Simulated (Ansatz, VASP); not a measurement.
# One calculation of SnSe2, two programs

INCAR

```
SYSTEM = SnSe2
PREC     = Accurate       ! precision mode
ENCUT    = 520            ! plane-wave cutoff, eV
EDIFF    = 1E-8           ! SCF threshold, eV
ISMEAR   = 0              ! smearing method
SIGMA    = 0.01           ! smearing width, eV
LREAL    = .FALSE.        ! projectors in reciprocal space
LASPH    = .TRUE.         ! aspherical terms in the spheres
NELM     = 100            ! most SCF steps
ALGO     = Normal         ! electronic algorithm
ISIF     = 2              ! what is computed and relaxed
LWAVE    = .FALSE.        ! write WAVECAR
LCHARG   = .FALSE.        ! write CHGCAR
GGA      = PE             ! functional
IVDW     = 12             ! dispersion correction
LEFG     = .TRUE.       
NBANDS   = 20             ! bands
```

The input KPOINTS:

```
regular mesh
0
G
  12 12 6
  0 0 0
```

POSCAR

```
SnSe2
1.0
    3.8397304827      0.0000000000      0.0000000000
   -1.9198652413      3.3253041417      0.0000000000
    0.0000000000      0.0000000000      6.0097791120
Sn Se
1 2
Direct
    0.0000000000      0.0000000000      0.0000000000
    0.3333333333      0.6666666667      0.2651797791
    0.6666666667      0.3333333333      0.7348202209
```

Input for Ansatz:

```yaml
crystal:
  lattice:
    - [3.8397304827, 0.0, 0.0]
    - [-1.9198652413, 3.3253041417, 0.0]
    - [0.0, 0.0, 6.009779112]
  atoms:
    - { symbol: Sn, position: [0.0, 0.0, 0.0] }
    - { symbol: Se, position: [0.3333333333, 0.6666666667, 0.2651797791] }
    - { symbol: Se, position: [0.6666666667, 0.3333333333, 0.7348202209] }
basis:
  ecutwfc: 420
kpoints:
  mp_grid: { grid: [12, 12, 6] }
hamiltonian:
  xc: pbe
  dispersion: d3bj
scf:
  occupations: { method: fixed }
output:
  forces: true
  stress: true
  eigenvalues: true
  efg: {}
checkpoint:
  read: start.run
  write: ck
  compress: false
  write_wavefunctions: false
  write_every: 100000
```

Alike in both runs: task electric field gradients; functional PBE; dispersion D3(BJ); k mesh 12 × 12 × 6; no spin polarisation.

|  | VASP | Ansatz |
| --- | --- | --- |
| version | VASP 6.6.1 | Ansatz 0.2.0 |
| potentials or method | VASP PAW PBE potentials, release 64 (Sn_d, Se) | scalar-relativistic, plane waves, PAW |
| plane-wave cutoff (eV) | 520 | 420 |
| occupations | gaussian, width 0.01 eV | fixed |
| valence electrons in the cell | 26 | 46 |

```csv
,VASP,Ansatz,Ansatz less VASP
gap on the k mesh at the Fermi level (eV),0.34,0.35,+0.005
least direct gap on the mesh (eV),0.81,0.83,+0.011
pressure (GPa),0.1,0.0,-0.06
rms of the force components (eV/Å),0.007,0.000,-0.0065
Vzz of the field gradient on the site that differs most (V/Å²),3.0,1.0,-1.98
```

Atom by atom the forces differ by 0.007 eV/Å (rms over components). The two sets of potentials don't hold the same shells in valence. Ansatz warned: «gradients_without_spin_orbit».

Caveats: spin-orbit coupling is left out, which moves the levels of the heavy elements.
